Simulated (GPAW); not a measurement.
Runs of GPAW 26.7.0 on BN. The structure is cubic, space group F-43m (No. 216). Conventional cell: a = 3.626 Å, b = 3.626 Å, c = 3.626 Å, α = 90.00°, β = 90.00°, γ = 90.00°. N (site symmetry -43m) has 4 B at 1.57 Å as nearest neighbours. B (site symmetry -43m) has 4 N at 1.57 Å as nearest neighbours. The cell is a database's computed one.

```tsv
task	level	potentials or basis	cell	smearing	optimizer	fmax	max steps	target pressure	convergence	gap on the mesh (eV)	pressure (GPa)	relaxed volume (Å³/atom)
relaxation of cell and atoms	PBEsol+D4	PAW data sets generated in the run's folder for this functional, pw	relaxed to 10 GPa	fermi-dirac 0.05 eV	LBFGS	0.02 eV/Å	60	10 GPa	density=1e-05 forces=0.0001	4.41	10.0	-
relaxation of cell and atoms	revPBE+D3(BJ)	the program's PAW data sets (release 1.2.1) made for this functional, pw	relaxed	fermi-dirac 0.05 eV	BFGS	0.02 eV/Å	40	-	density=1e-05 forces=0.0001	(a)	0.1	5.82
relaxation of cell and atoms	BLYP+D4	PAW data sets generated in the run's folder for this functional, pw	relaxed	fermi-dirac 0.05 eV	BFGS	0.01 eV/Å	40	-	density=1e-05 forces=0.0001	(b)	0.1	5.86
relaxation of cell and atoms	revPBE+D4	the program's PAW data sets (release 1.2.1) made for this functional, pw	relaxed to 20 GPa	fermi-dirac 0.05 eV	BFGS	0.05 eV/Å	100	20 GPa	density=1e-05 forces=0.0001	4.63	19.8	-
single point	RPBE	the program's PAW data sets (release 1.2.1) made for this functional, pw	as given	gaussian 0.02 eV	-	-	-	-	-	4.57	4.3	-
band structure	r2SCAN	GPAW PAW data sets (gpaw-data 1.2.1), pw	as given	fermi-dirac 0.05 eV	-	-	-	-	-	5.06	-6.3	-
single point	PBEsol	PAW data sets generated in the run's folder for this functional, pw	as given	gaussian 0.05 eV	-	-	-	-	-	4.35	-7.5	-
relaxation of cell and atoms	BLYP+D3(BJ)	PAW data sets generated in the run's folder for this functional, pw	relaxed to 10 GPa	fermi-dirac 0.05 eV	BFGS	0.02 eV/Å	40	10 GPa	density=1e-05 forces=0.0001	4.99	10.4	-
```

Alike in all rows: no spin polarisation; k mesh 13 × 13 × 13; cutoff (eV) 800.

**Question.** Estimate the missing entries.

**Answer.** (a) 4.58; (b) 4.95.

Caveats: an odd mesh through Γ misses points on the zone boundary, where band edges often lie (some runs); later steps reuse the first step's grids (some runs); the PAW data sets were made with another functional, which shifts forces and pressure a little (some runs).

Runs at the PBE level aren't shown here.
